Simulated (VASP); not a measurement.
# SnSe in VASP: a series of runs

The runs below take SnSe through single point, with PBE.

Program: VASP 6.6.1. These are calculated values, not measurements. Logs are shortened: lines on timing, memory, paths and dates and some standing lists are left out, and cuts for length are marked.

## 1. The structure

The cell holds a slab with vacuum, 4 atoms: a = 4.285 Å, b = 4.285 Å, c = 12.809 Å, α = 90.00°, β = 90.00°, γ = 90.00°.

## 2. Single point, PBE

Input file INCAR:

```
SYSTEM = SnSe
ALGO     = Normal         ! electronic algorithm
DIPOL    = 0.5 0.5 0.500
EDIFF    = 1E-7           ! SCF threshold, eV
ENCUT    = 400            ! plane-wave cutoff, eV
GGA      = PE             ! functional
IDIPOL   = 3            
ISIF     = 2              ! what is computed and relaxed
ISMEAR   = 0              ! smearing method
LASPH    = .TRUE.         ! aspherical terms in the spheres
LCHARG   = .FALSE.        ! write CHGCAR
LDIPOL   = .TRUE.       
LREAL    = .FALSE.        ! projectors in reciprocal space
LVACPOTAV= .TRUE.       
LVHAR    = .TRUE.       
LWAVE    = .FALSE.        ! write WAVECAR
NBANDS   = 32             ! bands
NELM     = 120            ! most SCF steps
PREC     = Accurate       ! precision mode
SIGMA    = 0.05           ! smearing width, eV
```

Input file KPOINTS:

```
k-points
0
G
  7 7 1
  0 0 0
```

Input file POSCAR:

```
SnSe
1.0
    4.2853274200      0.0000000000      0.0000000000
    0.0000000000      4.2853274200      0.0000000000
    0.0000000000      0.0000000000     12.8085810303
Sn Se
2 2
Direct
    0.5000000000      0.0000000000      0.3903633032
    0.0000000000      0.5000000000      0.6096366968
    0.0000000000      0.5000000000      0.4004296958
    0.5000000000      0.0000000000      0.5995703042
```

Potentials or basis: VASP PAW PBE potentials, release 64 (Sn_d, Se).

Started as:

```bash
cat potpaw_PBE.64/Sn_d/POTCAR potpaw_PBE.64/Se/POTCAR > POTCAR
mpirun -np 1 vasp_std > vasp.out
```

OUTCAR:

```text
SYSTEM = SnSe
   EDIFF = 1E-7
   ENCUT = 400
   GGA = PE
   ISIF = 2
   ISMEAR = 0
   LASPH = .TRUE.
   LREAL = .FALSE.
   NELM = 120
   PREC = Accurate

 Found     10 irreducible k-points:

 Following reciprocal coordinates:
            Coordinates               Weight
  0.000000  0.000000  0.000000      1.000000
  0.142857  0.000000  0.000000      4.000000
  0.285714  0.000000  0.000000      4.000000
  0.428571  0.000000  0.000000      4.000000
  0.142857  0.142857  0.000000      4.000000
  0.285714  0.142857  0.000000      8.000000
   k-points           NKPTS =     10   k-points in BZ     NKDIM =     10   number of bands    NBANDS=     32
   number of dos      NEDOS =    301   number of ions     NIONS =      4
   total plane-waves  NPLWV =  65856
   dimension x,y,z NGX =    28 NGY =   28 NGZ =   84
   dimension x,y,z NGXF=    56 NGYF=   56 NGZF=  168
   ions per type =               2   2
   NGX,Y,Z   is equivalent  to a cutoff of  10.86, 10.86, 10.90 a.u.
   NGXF,Y,Z  is equivalent  to a cutoff of  21.72, 21.72, 21.81 a.u.
 SYSTEM =  SnSe
   PREC   = accura    normal or accurate (medium, high low for compatibility)
   ISTART =      0    job   : 0-new  1-cont  2-samecut
   ICHARG =      2    charge: 1-file 2-atom 10-const
   ISPIN  =      1    spin polarized calculation?
   LNONCOLLINEAR =      F non collinear calculations
   LSORBIT =      F    spin-orbit coupling
   LASPH  =      T    aspherical Exc in radial PAW
   ENCUT  =  400.0 eV  29.40 Ry    5.42 a.u.   6.99  6.99 20.89*2*pi/ulx,y,z
   NELM   =    120;   NELMIN=  2; NELMDL= -5     # of ELM steps
   EDIFF  = 0.1E-06   stopping-criterion for ELM
   LREAL  =      F    real-space projection
   EDIFFG = 0.1E-05   stopping-criterion for IOM
   NSW    =      0    number of steps for IOM
   IBRION =     -1    ionic relax: 0-MD 1-quasi-New 2-CG
   NFREE  =      0    steps in history (QN), initial steepest desc. (CG)
   ISIF   =      2    stress and relaxation
   ISYM   =      2    0-nonsym 1-usesym 2-fastsym
   POTIM  = 0.5000    time-step for ionic-motion
   TEBEG  =    0.0;   TEEND  =   0.0 temperature during run
   PSTRESS=    0.0 pullay stress
   NELECT =      40.0000    total number of electrons
   NUPDOWN=      -1.0000    fix difference up-down
   EMIN   =  10.00;   EMAX   =-10.00  energy-range for DOS
   EFERMI =   0.00;   METHOD = LEGACY
   ISMEAR =     0;   SIGMA  =   0.05  broadening in eV -4-tet -1-fermi 0-gaus
   EFERMI_NEDOS =   21; number of points for ismear=-14 and -15
   IALGO  =     38    algorithm
   IMIX   =      4    mixing-type and parameters
     AMIX     =   0.40;   BMIX     =  1.00
     AMIX_MAG =   1.60;   BMIX_MAG =  1.00
  volume/ion in A,a.u.               =      58.80       396.83
  Fermi-wavevector in a.u.,A,eV,Ry     =   0.906996  1.713973 11.192709  0.822641
  Thomas-Fermi vector in A             =   2.030750
   LORBIT       =      0    0 simple, 1 ext, 2 COOP (PROOUT), +10 PAW based schemes
   GGA     = PE    functional components
   LHFCALC =     F    Hartree Fock is set to
   AEXX    =    0.0000 exact exchange contribution
   IVDW    =     0    specifies the selected vdW correction
   LEPSILON=     F    determine dielectric tensor
   LRPA    =     F    only Hartree local field effects (RPA)
 non-spin polarized calculation
 Gauss-broadening in eV      SIGMA  =   0.05
  energy-cutoff  :      400.00
  volume of cell :      235.22
 maximum number of plane-waves:      4286
 NGX is ok and might be reduce to    28
   NGX = 13   NGY = 13   NGZ = 41

 dipolmoment           0.000000      0.000000      0.000000 electrons x Angstroem

 number of electron      40.0000019 magnetization

 dipolmoment           0.000000      0.000000     -0.000000 electrons x Angstroem

 Free energy of the ion-electron system (eV)
  ---------------------------------------------------
  ext. energy  EPLUGINS =         0.00000000
  ---------------------------------------------------
  free energy    TOTEN  =       -16.24083412 eV

  energy without entropy =      -16.24083412  energy(sigma->0) =      -16.24083412

 E-fermi :   0.3696     XC(G=0):  -5.2637

 val. band max:        0.0860424718   @ k =   0.4286   0.0000   0.0000
 cond. band min:       1.0738138559   @ k =   0.4286   0.0000   0.0000
 fundamental gap:      0.9877713841
 Fermi energy:         0.3695887433

 k-point     1 :       0.0000    0.0000    0.0000
  band No.  band energies     occupation
      1     -21.1885      2.00000
      2     -21.1831      2.00000
      3     -21.1793      2.00000
      4     -21.1725      2.00000
      5     -21.1661      2.00000
      6     -21.1382      2.00000
[... 24 lines left out ...]
     31       7.0748      0.00000
     32       7.5486      0.00000

 k-point     2 :       0.1429    0.0000    0.0000
  band No.  band energies     occupation
      1     -21.1866      2.00000
      2     -21.1817      2.00000
      3     -21.1805      2.00000
      4     -21.1744      2.00000
      5     -21.1635      2.00000
      6     -21.1385      2.00000
[... 24 lines left out ...]
     31       7.1548      0.00000
     32       7.2470      0.00000

 k-point     3 :       0.2857    0.0000    0.0000
  band No.  band energies     occupation
      1     -21.1828      2.00000
      2     -21.1824      2.00000
      3     -21.1789      2.00000
      4     -21.1787      2.00000
      5     -21.1568      2.00000
      6     -21.1397      2.00000
[... 24 lines left out ...]
     31       7.3749      0.00000
     32       7.7133      0.00000

 k-point     4 :       0.4286    0.0000    0.0000
  band No.  band energies     occupation
      1     -21.1841      2.00000
      2     -21.1827      2.00000
      3     -21.1788      2.00000
      4     -21.1774      2.00000
      5     -21.1490      2.00000
      6     -21.1431      2.00000
[... 24 lines left out ...]
     31       8.1473      0.00000
     32       8.4457      0.00000

 k-point     5 :       0.1429    0.1429    0.0000
  band No.  band energies     occupation
      1     -21.1846      2.00000
      2     -21.1819      2.00000
      3     -21.1801      2.00000
      4     -21.1771      2.00000
      5     -21.1604      2.00000
      6     -21.1386      2.00000
[... 24 lines left out ...]
     31       7.0201      0.00000
     32       7.2634      0.00000

 k-point     6 :       0.2857    0.1429    0.0000
  band No.  band energies     occupation
      1     -21.1849      2.00000
      2     -21.1823      2.00000
      3     -21.1801      2.00000
      4     -21.1771      2.00000
      5     -21.1538      2.00000
      6     -21.1396      2.00000
[... 24 lines left out ...]
     31       7.4422      0.00000
     32       8.0337      0.00000

 [... further k-points ...]
[... 5 lines left out ...]
  --------------------------------------------------------------------------------------
  -------------------------------------------------------------------------------------
  Total        0.6809609      0.6809609      0.9703204      0.0000000      0.0000000      0.0000000
  in kB        4.6383522      4.6383522      6.6093186      0.0000000      0.0000000      0.0000000
  external PRESSURE =       5.2953410 kB  Pullay stress =       0.0000000 kB

 VOLUME and BASIS-vectors are now :
 -----------------------------------------------------------------------------
  energy-cutoff  :      400.00
  volume of cell :      235.22
      direct lattice vectors                 reciprocal lattice vectors
     4.285327420  0.000000000  0.000000000     0.233354398  0.000000000  0.000000000
     0.000000000  4.285327420  0.000000000     0.000000000  0.233354398  0.000000000
     0.000000000  0.000000000 12.808581030     0.000000000  0.000000000  0.078072661

 POSITION                                       TOTAL-FORCE (eV/Angst)
 -----------------------------------------------------------------------------------
      2.14266      0.00000      5.00000        -0.000000      0.000000     -0.150582
      0.00000      2.14266      7.80858        -0.000000      0.000000      0.150582
      0.00000      2.14266      5.12894         0.000000     -0.000000     -0.232709
      2.14266      0.00000      7.67964        -0.000000      0.000000      0.232709
 -----------------------------------------------------------------------------------
    total drift:                                0.000000      0.000000      0.000000

  FREE ENERGIE OF THE ION-ELECTRON SYSTEM (eV)
  ---------------------------------------------------
  free  energy   TOTEN  =       -16.2408341222 eV

  energy  without entropy=      -16.2408341222  energy(sigma->0) =      -16.24083412

 vacuum level on the upper side and lower side of the slab         4.408         4.408
```

It took 72 s on 1 thread of Intel Xeon Platinum 8259CL at 2.50GHz (Skylake/Cascade Lake), shared host; peak memory 0.25 GiB.

These settings aren't checked as converged: the numbers below hold their error.

Results:

| Property | Result |
| --- | --- |
| Free energy | -16.2408 eV |
| Largest force | 0.233 eV/Å |
| Band gap on the k mesh | 0.99 eV, direct |
| Ionisation potential of the upper face | 4.32 eV |

Caveat: spin-orbit coupling is left out, which moves the levels of the heavy elements.

## 3. Single point, PBE

This run uses another cell than the first one, of 81.76 Å³/atom, 1.390 times its volume.

INCAR is that of step 2.

KPOINTS is that of step 2.

Input file POSCAR:

```
SnSe
1.0
    4.2853274200      0.0000000000      0.0000000000
    0.0000000000      4.2853274200      0.0000000000
    0.0000000000      0.0000000000     17.8085810303
Sn Se
2 2
Direct
    0.5000000000      0.0000000000      0.4211452887
    0.0000000000      0.5000000000      0.5788547113
    0.0000000000      0.5000000000      0.4283854055
    0.5000000000      0.0000000000      0.5716145945
```

Potentials or basis: VASP PAW PBE potentials, release 64 (Sn_d, Se).

Started as:

```bash
cat potpaw_PBE.64/Sn_d/POTCAR potpaw_PBE.64/Se/POTCAR > POTCAR
mpirun -np 1 vasp_std > vasp.out
```

OUTCAR:

```text
SYSTEM = SnSe
   EDIFF = 1E-7
   ENCUT = 400
   GGA = PE
   ISIF = 2
   ISMEAR = 0
   LASPH = .TRUE.
   LREAL = .FALSE.
   NELM = 120
   PREC = Accurate

 Found     10 irreducible k-points:

 Following reciprocal coordinates:
            Coordinates               Weight
  0.000000  0.000000  0.000000      1.000000
  0.142857  0.000000  0.000000      4.000000
  0.285714  0.000000  0.000000      4.000000
  0.428571  0.000000  0.000000      4.000000
  0.142857  0.142857  0.000000      4.000000
  0.285714  0.142857  0.000000      8.000000
[... 296 lines left out ...]
  -------------------------------------------------------------------------------------
  Total        0.6801122      0.6801122      0.9779761      0.0000000      0.0000000     -0.0000000
  in kB        3.3319142      3.3319142      4.7911691      0.0000000      0.0000000     -0.0000000
  external PRESSURE =       3.8183325 kB  Pullay stress =       0.0000000 kB

 VOLUME and BASIS-vectors are now :
 -----------------------------------------------------------------------------
  energy-cutoff  :      400.00
  volume of cell :      327.04
      direct lattice vectors                 reciprocal lattice vectors
     4.285327420  0.000000000  0.000000000     0.233354398  0.000000000  0.000000000
     0.000000000  4.285327420  0.000000000     0.000000000  0.233354398  0.000000000
     0.000000000  0.000000000 17.808581030     0.000000000  0.000000000  0.056152705

 POSITION                                       TOTAL-FORCE (eV/Angst)
 -----------------------------------------------------------------------------------
      2.14266      0.00000      7.50000         0.000000     -0.000000     -0.151059
      0.00000      2.14266     10.30858        -0.000000     -0.000000      0.151059
      0.00000      2.14266      7.62894        -0.000000     -0.000000     -0.232641
      2.14266      0.00000     10.17964         0.000000      0.000000      0.232641
 -----------------------------------------------------------------------------------
    total drift:                                0.000000      0.000000      0.000000

  FREE ENERGIE OF THE ION-ELECTRON SYSTEM (eV)
  ---------------------------------------------------
  free  energy   TOTEN  =       -16.2404256165 eV

  energy  without entropy=      -16.2404256165  energy(sigma->0) =      -16.24042562

 vacuum level on the upper side and lower side of the slab         3.175         3.175
```

OSZICAR:

```text
N       E                     dE             d eps       ncg     rms          rms(c)
DAV:   1     0.289851765616E+03    0.28985E+03   -0.15840E+04   712   0.916E+02
DAV:   2     0.180833623386E+02   -0.27177E+03   -0.26407E+03   736   0.245E+02
DAV:   3    -0.153954265841E+02   -0.33479E+02   -0.33174E+02   816   0.105E+02
[... 14 lines left out ...]
DAV:  18    -0.162404144134E+02   -0.52751E-04   -0.43170E-06   624   0.619E-03    0.141E-03
DAV:  19    -0.162404210058E+02   -0.65924E-05   -0.29105E-07   632   0.195E-03    0.783E-04
DAV:  20    -0.162404250421E+02   -0.40363E-05   -0.21323E-07   568   0.101E-03    0.205E-04
DAV:  21    -0.162404255449E+02   -0.50277E-06   -0.16125E-08   552   0.380E-04    0.806E-05
DAV:  22    -0.162404256165E+02   -0.71592E-07   -0.15824E-09   512   0.183E-04
   1 F= -.16240426E+02 E0= -.16240426E+02  d E =-.138784E-15
```

stdout:

```text
POSCAR found type information on POSCAR SnSe
 POSCAR found :  2 types and       4 ions
 scaLAPACK will be used
 LDA part: xc-table for (Slater+PW92), standard interpolation
 POSCAR, INCAR and KPOINTS ok, starting setup
 FFT: planning ... GRIDC
 FFT: planning ... GRID_SOFT
 FFT: planning ... GRID
 WAVECAR not read
 entering main loop
 -----------------------------------------------------------------------------
|                                                                             |
|           W    W    AA    RRRRR   N    N  II  N    N   GGGG   !!!           |
|           W    W   A  A   R    R  NN   N  II  NN   N  G    G  !!!           |
|           W    W  A    A  R    R  N N  N  II  N N  N  G       !!!           |
|           W WW W  AAAAAA  RRRRR   N  N N  II  N  N N  G  GGG   !            |
|           WW  WW  A    A  R   R   N   NN  II  N   NN  G    G                |
|           W    W  A    A  R    R  N    N  II  N    N   GGGG   !!!           |
|                                                                             |
|     Did not find any points to average over, which means that no vacuum     |
|     field-free region was found. Please increase the size of  your cell     |
|     in the dimension of the dipole correction to obtain accurate            |
|     workfunction values.                                                    |
|                                                                             |
 -----------------------------------------------------------------------------
```

Wall time 1.8 min (1 thread of Intel Xeon Platinum 8259CL at 2.50GHz (Skylake/Cascade Lake), shared host); peak memory 0.31 GiB.

These settings aren't checked as converged: the numbers below hold their error.

What came out:

| Quantity | Value |
| --- | --- |
| Free energy | -16.2404 eV |
| Largest force | 0.233 eV/Å |
| Band gap on the k mesh | 0.99 eV, direct |
| Ionisation potential of the upper face | 4.33 eV |

Caveat: spin-orbit coupling is left out, which moves the levels of the heavy elements.

## 4. Single point, PBE

This run uses another cell than the first one, of 95.53 Å³/atom, 1.625 times its volume.

Input file INCAR:

```
PREC     = Accurate       # precision mode
ENCUT    = 600            # plane-wave cutoff, eV
EDIFF    = 1E-7           # SCF threshold, eV
ISMEAR   = 0              # smearing method
SIGMA    = 0.05           # smearing width, eV
LREAL    = False          # projectors in reciprocal space
LASPH    = True           # aspherical terms in the spheres
NELM     = 120            # most SCF steps
ALGO     = Normal         # electronic algorithm
ISIF     = 2              # what is computed and relaxed
LWAVE    = False          # write WAVECAR
LCHARG   = False          # write CHGCAR
LDIPOL   = True         
IDIPOL   = 3            
DIPOL    = 0.5 0.5 0.500
GGA      = PE             # functional
NBANDS   = 32             # bands
LVHAR    = True         
LVACPOTAV= True
```

Input file KPOINTS:

```
regular mesh
0
Gamma
  9 9 1
```

Input file POSCAR:

```
SnSe
1.0
    4.2853274200      0.0000000000      0.0000000000
    0.0000000000      4.2853274200      0.0000000000
    0.0000000000      0.0000000000     20.8085810303
Sn Se
2 2
Direct
    0.5000000000      0.0000000000      0.4325138743
    0.0000000000      0.5000000000      0.5674861257
    0.0000000000      0.5000000000      0.4387101741
    0.5000000000      0.0000000000      0.5612898259
```

Started as:

```bash
cat potpaw_PBE.64/Sn_d/POTCAR potpaw_PBE.64/Se/POTCAR > POTCAR
mpirun -np 1 vasp_std > vasp.out
```

Wall time 4 min (1 thread of Intel Xeon 6975P-C (Granite Rapids), shared host); peak memory 0.61 GiB.

These settings aren't checked as converged: the numbers below hold their error.

Results:

* Free energy: -16.2412 eV
* Largest force: 0.244 eV/Å
* Band gap on the k mesh: 1.11 eV, direct
* Ionisation potential of the upper face: 4.39 eV

Caveat: spin-orbit coupling is left out, which moves the levels of the heavy elements.
